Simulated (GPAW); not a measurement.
# Au (Fm-3m) in GPAW: a series of runs, part 3 of 3

GPAW 26.7.0.

### 5 Eps q, PBEsol

File run.py:

```python
import numpy as np
from ase.dft.bandgap import bandgap
from ase.io import read, write
from gpaw import GPAW, PW, setup_paths
from gpaw.response.df import DielectricFunction

setup_paths.insert(0, '.')

atoms = read('POSCAR')

calc = GPAW(mode=PW(500),
            xc='PBEsol',
            kpts={'size': (9, 9, 9), 'gamma': True},
            occupations={'name': 'fermi-dirac', 'width': 0.05},
            nbands=14,
            convergence={'density': 1e-06},
            maxiter=150,
            txt='gpaw.txt')
atoms.calc = calc
energy = atoms.get_potential_energy()
calc.write('gs.gpw')
write('result.traj', atoms)
print(f'Energy: {energy:.6f} eV')
print('Fermi level:', round(calc.get_fermi_level(), 4), 'eV')
print(f'Gap: {bandgap(calc)[0]:.4f} eV, direct: {bandgap(calc, direct=True)[0]:.4f} eV')

dense = calc.fixed_density(kpts={'size': (18, 18, 18), 'gamma': True},
                           nbands=22, convergence={'bands': 16},
                           update_fermi_level=True, txt='dense.txt')
dense.write('dense.gpw', mode='all')

df = DielectricFunction('dense.gpw', frequencies=np.array([0.0]), hilbert=False, eta=0.001,
                        ecut=50, nbands=16, txt='df.txt')
for q_c in [[0.0555555556, 0.0555555556, 0.0555555556], [0.1111111111, 0.1111111111, 0.1111111111], [0.1666666667, 0.1666666667, 0.1666666667], [0.2777777778, 0.2777777778, 0.2777777778], [0.5, 0.5, 0.5], [0.7222222222, 0.7222222222, 0.7222222222], [0.9444444444, 0.9444444444, 0.9444444444], [0.0555555556, 0.0555555556, 0.0], [0.1111111111, 0.1111111111, 0.0], [0.1666666667, 0.1666666667, 0.0], [0.2777777778, 0.2777777778, 0.0], [0.5, 0.5, 0.0], [0.7222222222, 0.7222222222, 0.0], [0.9444444444, 0.9444444444, 0.0]]:
    e0, e = df.get_dielectric_function(xc='RPA', q_c=q_c, filename=None)
    q = np.linalg.norm(2 * np.pi * np.array(q_c) @ atoms.cell.reciprocal())
    print(q_c, f'|q| = {q:.4f} 1/A: eps {e0[0].real:.4f} without, {e[0].real:.4f} with local fields')
```

File POSCAR:

```
Au
1.0
    0.0000000000      2.0350000000      2.0350000000
    2.0350000000      0.0000000000      2.0350000000
    2.0350000000      2.0350000000      0.0000000000
Au
1
Direct
    0.0000000000      0.0000000000      0.0000000000
```

Potentials or basis: PAW data sets generated in the run's folder for this functional, pw.

Started as:

```
$ gpaw-setup -f PBEsol Au
$ OMP_NUM_THREADS=1 python run.py
```

gpaw.txt:

```text
__  _  _
 | _ |_)|_||  |
 |__||  | ||/\| - 26.7.0

Input parameters:
  mode=PW(ecut=500.0),
  convergence={'density': 1e-06},
  kpts=MonkhorstPack(size=(9, 9, 9), gamma=True),
  maxiter=150,
  nbands=14,
  occupations=Occupations(name='fermi-dirac', width=0.05),
  xc=XC(name='PBEsol')

Diagonalizing LCAO Hamiltonian
Converting LCAO to pw mode

       Au

Atoms  # Å, Bohr magnetons
|   | symbol |        x |        y |        z |    initial magnetic moments |
|---|--------|----------|----------|----------|-----------------------------|
| 0 |     Au | 0.000000 | 0.000000 | 0.000000 | ( 0.0000,  0.0000,  0.0000) |

Unit cell  # Å
| periodic |        x |        y |        z |  lengths |    angles |
|----------|----------|----------|----------|----------|-----------|
|      yes | 0.000000 | 2.035000 | 2.035000 | 2.877925 | 60.000000 |
|      yes | 2.035000 | 0.000000 | 2.035000 | 2.877925 | 60.000000 |
|      yes | 2.035000 | 2.035000 | 0.000000 | 2.877925 | 60.000000 |

Number of symmetries: 48
Symmetry operations  # r_c * U_cc + t_c -> r_c
|    | kind |            matrix            |
|----|------|------------------------------|
|  0 |  σ   |  1, 0, 0,  1, 0,-1,  1,-1, 0 |
|  1 |  C2  |  1, 0, 0,  1,-1, 0,  1, 0,-1 |
|  2 |  E   |  1, 0, 0,  0, 1, 0,  0, 0, 1 |
|  3 |  σ   |  1, 0, 0,  0, 0, 1,  0, 1, 0 |
|  4 |  C4  |  1, 0,-1,  1, 0, 0,  1,-1, 0 |
|  5 |  S6  |  1, 0,-1,  1,-1, 0,  1, 0, 0 |
|  6 |  σ   |  1, 0,-1,  0, 1,-1,  0, 0,-1 |
[... 117 lines left out ...]
  MSR1-Mixer
  Pratt-step length: 0.05
  Maximum mixing coefficient: 0.75
  Old densities: 10
  SVD Regularization: 0.005
  Good broyden scale: 1.0
  Trust region scale: 1.0
  Backstep threshold: 4.0
  History deletion threshold: 6.0
  Fourier metric: weight=20.0, sigma=0.015

occupation numbers:
  Fermi-Dirac:
    width: 0.0500  # eV

poisson solver:
  ecut: 4000.0  # eV

xc functional:
  name: PBEsol with 2 nearest neighbor stencil

convergence criteria:
- Maximum integral of absolute [dens]ity change: 1e-06 electrons / valence electron
- Maximum [total energy] change in last 3 cyles: 0.0005 eV / valence electron
- Maximum integral of absolute [eigenst]ate change: 4e-08 eV^2 / valence electron
maximum number of iterations: 150

SCF iterations
|iter     | |      energy | eigst |  dens |
|---------|-|-------------|-------|-------|
|iter:   1| |   -4.177219 | -0.47 |       |
|iter:   2| |   -4.108868 | -2.89 | -1.07 |
|iter:   3| |   -3.851222 | -2.22 | -1.11 |
|iter:   4| |   -3.848458 | -4.32 | -2.07 |
|iter:   5| |   -3.847501c| -4.27 | -2.35 |
|iter:   6| |   -3.847500c| -7.61c| -3.82 |
|iter:   7| |   -3.847500c| -7.45c| -4.15 |
|iter:   8| |   -3.847500c| -9.00c| -5.28 |
|iter:   9| |   -3.847500c| -9.50c| -5.86 |
|iter:  10| |   -3.847500c|-10.21c| -7.15c|

Converged in 10 steps
Energy contributions relative to reference atoms: (reference = -516455.655722)

Energy contributions:
  Kinetic:          -8.234542
  Coulomb:           6.883284
  Zero:              0.155726
  External:          0.000000
  Xc:               -2.651717
  Entropy:          -0.000501
  Spinorbit:         0.000000
  ----------------------------
  Free energy:      -3.847750
  Extrapolated:     -3.847500

dipole moment: (-13.940403, -13.940403, -13.940403)  # |e|*Ang

Fermi level: 9.927
Eigenvalues  # (at kpt = [0.000, 0.000, 0.000])
| band index |      eig [eV] | occ [0-2] |
|------------|---------------|-----------|
|          0 |        -0.057 |     2.000 |
|          1 |         5.225 |     2.000 |
|          2 |         5.225 |     2.000 |
|          3 |         5.225 |     2.000 |
|          4 |         6.778 |     2.000 |
|          5 |         6.778 |     2.000 |
|          6 |        25.779 |     0.000 |
|          7 |        29.603 |     0.000 |
|          8 |        29.603 |     0.000 |
|          9 |        29.603 |     0.000 |
|         10 |        33.574 |     0.000 |
|         11 |        38.018 |     0.000 |
|         12 |        38.018 |     0.000 |
|         13 |        38.018 |     0.000 |

No gap
No difference between direct/indirect transitions
# Writing to gs.gpw (mode='')
```

stdout:

```text
Energy: -3.847500 eV
Fermi level: 9.9269 eV
Gap: 0.0000 eV, direct: 0.0000 eV
[0.0555555556, 0.0555555556, 0.0555555556] |q| = 0.1486 1/A: eps 137.4849 without, 121.6039 with local fields
[0.1111111111, 0.1111111111, 0.1111111111] |q| = 0.2971 1/A: eps 37.1067 without, 32.8077 with local fields
[0.1666666667, 0.1666666667, 0.1666666667] |q| = 0.4457 1/A: eps 18.3519 without, 16.2407 with local fields
[0.2777777778, 0.2777777778, 0.2777777778] |q| = 0.7428 1/A: eps 8.1828 without, 7.2601 with local fields
[0.5, 0.5, 0.5] |q| = 1.3370 1/A: eps 3.2488 without, 2.9898 with local fields
[0.7222222222, 0.7222222222, 0.7222222222] |q| = 1.9312 1/A: eps 2.1112 without, 1.9554 with local fields
[0.9444444444, 0.9444444444, 0.9444444444] |q| = 2.5254 1/A: eps 1.5220 without, 1.4484 with local fields
[0.0555555556, 0.0555555556, 0.0] |q| = 0.1715 1/A: eps 101.3883 without, 90.1662 with local fields
[0.1111111111, 0.1111111111, 0.0] |q| = 0.3431 1/A: eps 26.6583 without, 23.8951 with local fields
[0.1666666667, 0.1666666667, 0.0] |q| = 0.5146 1/A: eps 13.2679 without, 11.9318 with local fields
[0.2777777778, 0.2777777778, 0.0] |q| = 0.8577 1/A: eps 5.9812 without, 5.3970 with local fields
[0.5, 0.5, 0.0] |q| = 1.5438 1/A: eps 2.7610 without, 2.5296 with local fields
[0.7222222222, 0.7222222222, 0.0] |q| = 2.2299 1/A: eps 1.7520 without, 1.6371 with local fields
[0.9444444444, 0.9444444444, 0.0] |q| = 2.9160 1/A: eps 1.3123 without, 1.2695 with local fields
```

df.txt:

```text
FrequencyGridDescriptor(from 0.000 to 0.000 eV, 1 points)
FrequencyGridDescriptor(from 0.000 to 0.000 eV, 1 points)

Calculating chi0 body with:
    Ground state adapter containing:
    Number of spins: 1
    Number of kpoints: 5832
    Number of irreducible kpoints: 195
    Number of completely occupied states: 5
    Number of partially occupied states: 6

    Linear response parametrization:
    q_c: [0.0555555556, 0.0555555556, 0.0555555556]
    Number of frequency points: 1
    Planewave cutoff: 50.0
    Number of bands: 16
    Number of planewaves: 15
    Broadening (eta): 0.001

Integrating chi0 body.
[... 18 lines left out ...]
    Linear response parametrization:
    q_c: [0.1111111111, 0.1111111111, 0.1111111111]
    Number of frequency points: 1
    Planewave cutoff: 50.0
    Number of bands: 16
    Number of planewaves: 15
    Broadening (eta): 0.001

Integrating chi0 body.

Symmetries of q_c:
    Direct symmetries (Uq -> q): 6
    Indirect symmetries (TUq -> q): 0
In total 6 allowed symmetries.

Integral kind: response function

Finished calculating chi0

[... 11 further blocks of this kind ...]
Calculating chi0 body with:
    Ground state adapter containing:
    Number of spins: 1
    Number of kpoints: 5832
    Number of irreducible kpoints: 195
    Number of completely occupied states: 5
    Number of partially occupied states: 6

    Linear response parametrization:
    q_c: [0.9444444444, 0.9444444444, 0.0]
    Number of frequency points: 1
    Planewave cutoff: 50.0
    Number of bands: 16
    Number of planewaves: 15
    Broadening (eta): 0.001

Integrating chi0 body.

Symmetries of q_c:
    Direct symmetries (Uq -> q): 8
    Indirect symmetries (TUq -> q): 0
In total 8 allowed symmetries.

Integral kind: response function

Finished calculating chi0
```

Wall time 90 s (1 thread of Arm Neoverse V2, shared host); peak memory 0.25 GiB.

What came out:

| Property | Result |
| --- | --- |
| Free energy | -3.8478 eV |
| Band gap on the k mesh | none (metal or under the smearing width) |

### 6 Band structure, optPBE-vdW, spin-orbit coupling, no magnetisation

File run.py:

```python
import numpy as np
from ase.dft.bandgap import bandgap
from ase.io import read, write
from gpaw import GPAW
from gpaw.spinorbit import soc_eigenstates

atoms = read('Au.cif')

calc = GPAW(mode='fd',
            h=0.18,
            xc={'name': 'optPBE-vdW', 'backend': 'libvdwxc'},
            kpts={'size': (11, 11, 11), 'gamma': True},
            occupations={'name': 'fermi-dirac', 'width': 0.05},
            nbands=14,
            convergence={'density': 1e-05, 'energy': 1e-05},
            maxiter=150,
            txt='gpaw.txt')
atoms.calc = calc
energy = atoms.get_potential_energy()
forces = atoms.get_forces()
calc.write('gs.gpw')
write('result.traj', atoms)
print(f'Energy: {energy:.6f} eV')
print('Forces (eV/A):')
print(forces.round(4))
print('Fermi level:', round(calc.get_fermi_level(), 4), 'eV')
print(f'Gap: {bandgap(calc)[0]:.4f} eV, direct: {bandgap(calc, direct=True)[0]:.4f} eV')

path = atoms.cell.bandpath('GXWKGLUWLK,UX', npoints=60, eps=1e-4)
bs_calc = calc.fixed_density(kpts=path, symmetry='off', nbands=21,
                             convergence={'bands': 'CBM+6.0', 'eigenstates': 1e-6}, txt='bands.txt')
bs = bs_calc.band_structure()
bs.write('bs.json')
print(f'Gap on the path: {bandgap(bs_calc)[0]:.4f} eV')

soc = soc_eigenstates(bs_calc, theta=0, phi=0)
np.savetxt('soc_bands.dat', soc.eigenvalues(), fmt='%.4f')
mesh = soc_eigenstates('gs.gpw', theta=0, phi=0)
np.savetxt('soc_mesh.dat', mesh.eigenvalues(), fmt='%.4f')
print('Fermi level with spin-orbit coupling:', round(mesh.fermi_level, 4), 'eV')
```

File Au.cif:

```cif
data_Au
_cell_length_a 2.87792460
_cell_length_b 2.87792460
_cell_length_c 2.87792460
_cell_angle_alpha 60.00000000
_cell_angle_beta 60.00000000
_cell_angle_gamma 60.00000000
_space_group_name_H-M_alt 'P1'
_space_group_name_Hall 'P 1'
_space_group_IT_number 1
loop_
_space_group_symop_operation_xyz
'x,y,z'
loop_
_atom_site_label
_atom_site_type_symbol
_atom_site_symmetry_multiplicity
_atom_site_Wyckoff_symbol
_atom_site_fract_x
_atom_site_fract_y
_atom_site_fract_z
_atom_site_occupancy
Au1 Au 1 a 0.0000000000 0.0000000000 0.0000000000 1
```

Potentials or basis: GPAW PAW data sets (gpaw-data 1.2.1), fd.

Started as:

```
$ OMP_NUM_THREADS=1 python run.py
```

It took 36 s on 1 thread of Arm Neoverse V2, shared host; peak memory 0.34 GiB.

Results (log left out):

| Item | Value |
| --- | --- |
| Free energy | -29.7538 eV |
| Band gap along the path | none (metal or under the smearing width) |

Levels at the corners of the path, in eV from the Fermi level:
```tsv
point	band 8	band 9	band 10	band 11	band 12	band 13
Γ	-4.30	-3.09	-3.09	-3.09	-3.09	15.90
X	-2.23	-1.14	-1.14	0.72	0.72	5.86
W	-3.31	-1.75	-1.75	4.83	4.83	5.33
K	-3.11	-2.04	-2.04	3.76	3.76	4.66
Γ	-4.30	-3.09	-3.09	-3.09	-3.09	15.90
L	-2.48	-1.73	-1.73	-1.15	-1.15	3.13
U	-3.11	-2.04	-2.04	3.76	3.76	4.66
W	-3.31	-1.75	-1.75	4.83	4.83	5.33
L	-2.48	-1.73	-1.73	-1.15	-1.15	3.13
K	-3.11	-2.04	-2.04	3.76	3.76	4.66
U	-3.11	-2.04	-2.04	3.76	3.76	4.66
X	-2.23	-1.14	-1.14	0.72	0.72	5.86
```

Caveat: the real-space grid adds noise to forces; spin-orbit coupling was added after a scalar SCF, so levels and gaps hold it while energy, forces, pressure and moments don't; this program's spin-orbit splittings come out too wide for heavy elements; the PAW data sets were made with another functional, which shifts forces and pressure a little.
